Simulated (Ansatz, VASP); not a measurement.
This is a calculation of PtS2 for Ansatz 0.2.0. 

input.yaml

```yaml
crystal:
  lattice:
    - [3.5432, 0.0, 0.0]
    - [-1.7716, 3.0685012107, 0.0]
    - [0.0, 0.0, 5.0388]
  atoms:
    - { symbol: Pt, position: [0.0, 0.0, 0.0] }
    - { symbol: S, position: [0.6666666667, 0.3333333333, 0.773] }
    - { symbol: S, position: [0.3333333333, 0.6666666667, 0.227] }
hamiltonian:
  xc: rpbe
  pseudopotentials: { kind: paw }
  dispersion: d4
kpoints:
  mp_grid: { grid: [9, 9, 5] }
scf:
  occupations: { method: fermi_dirac, width: 0.05 }
output:
  forces: true
  stress: true
  eigenvalues: true
  write_density: true
  write_potential: true
  elf: true
  volumetric_format: npy
relax:
  f_tol: 0.01
  max_steps: 40
  cell: { stress_tol: 0.05 }
```

Potentials or basis: Ansatz PAW.

Run with:

```bash
$ ansatz run input.yaml --threads 1 --pin off --max-ram 3584MiB --backend cpu --events-out ev --progress --plain --runs-dir out
```

Q: What does the same run look like in VASP 6.6.1? Potentials or basis there: PBE PAW files Pt, S, 600 eV.

A: As run (cutoffs and basis follow the program's own potentials, and thresholds, step limits or extra output files can differ):

Contents of INCAR:

```
ALGO = Normal ; EDIFF = 1E-6
EDIFFG = -0.02 ; ENCUT = 600
GGA = RP ; IBRION = 2
ISIF = 3 ; ISMEAR = -1
IVDW = 13 ; LASPH = True
LCHARG = False ; LREAL = False
LWAVE = False ; NELM = 100
NSW = 60 ; PREC = Accurate
SIGMA = 0.05
```

Contents of KPOINTS:

```
k-points
0
Gamma
  9 9 5
```

The input POSCAR:

```
PtS2
1.0
    3.5432000000      0.0000000000      0.0000000000
   -1.7716000000      3.0685012107      0.0000000000
    0.0000000000      0.0000000000      5.0388000000
Pt S
1 2
Direct
    0.0000000000      0.0000000000      0.0000000000
    0.6666666667      0.3333333333      0.7730000000
    0.3333333333      0.6666666667      0.2270000000
```

Potentials or basis: VASP PAW PBE potentials, release 64 (Pt, S).

Run with:

```console
$ cat potpaw_PBE.64/Pt/POTCAR potpaw_PBE.64/S/POTCAR > POTCAR
$ mpirun -np 1 vasp_std > vasp.out
```

Both were run:

|  | Ansatz | VASP |
| --- | --- | --- |
| Relaxed volume | 16.34 Å³/atom | 16.31 Å³/atom |
| Relaxed cell | a = 3.575 Å, b = 3.575 Å, c = 4.427 Å, α = 90.00°, β = 90.00°, γ = 120.00° | a = 3.572 Å, b = 3.572 Å, c = 4.430 Å, α = 90.00°, β = 90.00°, γ = 120.00° |
| Space group after relaxing | P-3m1 (No. 164) | P-3m1 (No. 164) |
| Pressure after relaxing | 0.0 GPa | 0.0 GPa |

Ansatz's pressure holds a Pulay term of +0.04 GPa for its cutoff of 420 eV, which the other run lacks.

The potentials hold 30 and 22 valence electrons a cell.

Ansatz's potentials were made for PBE. VASP's potentials were made for PBE.

Where Ansatz's input types no cutoff or centring, it takes its own default and a Γ-centred mesh.

Pressure is positive in compression.
